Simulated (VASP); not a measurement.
Runs of VASP 6.6.1 on ZnSe. Symmetry: P4/nmm, No. 129, tetragonal system. Conventional cell: a = 4.108 Å, b = 4.108 Å, c = 6.070 Å, α = 90.00°, β = 90.00°, γ = 90.00°. Around Se (site symmetry 4mm) lie 4 Zn at 2.54 Å. Zn (site symmetry -4m2) has 4 Se at 2.54 Å and 4 Zn at 2.90 Å as nearest neighbours. Measurements of this composition are mostly on another form, of space group No. 216.

| cell | target pressure | gap on the mesh (eV) | pressure (GPa) | largest force (eV/Å) |
| --- | --- | --- | --- | --- |
| relaxed to 2 GPa | 2 GPa | (a) | 2.0 | 0.01 |
| relaxed to 10 GPa | 10 GPa | 0.56 | 10.0 | - |
| relaxed to 30 GPa | 30 GPa | none | 30.0 | - |
| relaxed to 20 GPa | 20 GPa | none | 20.0 | - |
| relaxed to 5 GPa | 5 GPa | 0.95 | 5.0 | 0.01 |

Alike in all rows: task relaxation of cell and atoms; level LDA; potentials or basis VASP PAW LDA potentials, release 64 (Se, Zn); no spin polarisation; k mesh 5 × 5 × 4; cutoff (eV) 600; smearing fermi-dirac 0.05 eV.

**Question.** Estimate the missing entries.

**Answer.** (a) 1.25.

Caveats: the cell is relaxed towards a set pressure, so the enthalpy falls and the energy may rise; an odd mesh through Γ misses points on the zone boundary, where band edges often lie (some runs).

A k mesh can miss the band edges, and the runs leave out spin-orbit coupling on Se.

A gap of «none» marks a metal or a gap under the smearing width.
